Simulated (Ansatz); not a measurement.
# TiSi$_{2}$: one atom moved along a line

Level of theory: DFT PBE, scalar-relativistic, plane waves, PAW (Ansatz 0.2.0). Settings: plane waves to 420 eV, k-mesh 12×12×8 (Γ-centred), Gaussian smearing 0.15 eV. No spin polarisation. Energies are free energies at this smearing, counted from the undisturbed cell; pressure is positive in compression.

Reference structure (relaxed at this level; this form isn't the usual structure):

```xyz
9
Lattice="-2.9714 3.4098 0.0000 -1.4857 1.7049 -4.2047 -5.9427 -3.4098 0.0000" Properties=species:S:1:pos:R:3 pbc="T T T"
Ti   -5.9427    0.0000    0.0000
Ti   -2.9714    0.0000    0.0000
Ti    0.0000    0.0000    0.0000
Si   -4.4571    1.7049   -1.4326
Si   -1.4857    1.7049   -1.4326
Si   -7.4284    1.7049   -1.4326
Si   -2.9714    0.0000   -2.7721
Si   -2.9714    3.4098   -2.7721
Si   -5.9427    0.0000   -2.7721
```

Atom 4 (Si) is moved by x along the Cartesian unit vector (0.565, -0.649, -0.510); the cell and all other atoms stay fixed. The cell is metallic on the mesh throughout.

```tsv
x (Å)	ΔE (meV/cell)
-0.3000	327.4
-0.1000	32.5
0.0000	0.0
0.2000	123.8
0.3000	288.4
```

Question: Predict the pressure (GPa) at each point.

Answer:
| x (Å) | pressure (GPa) |
| --- | --- |
| -0.3000 | 1.4 |
| -0.1000 | 0.2 |
| 0.0000 | 0.0 |
| 0.2000 | 0.5 |
| 0.3000 | 1.2 |

Cost: 5 runs of about 5.5 core-minutes in all, on AMD EPYC 9R45 (Zen 5) (shared hosts).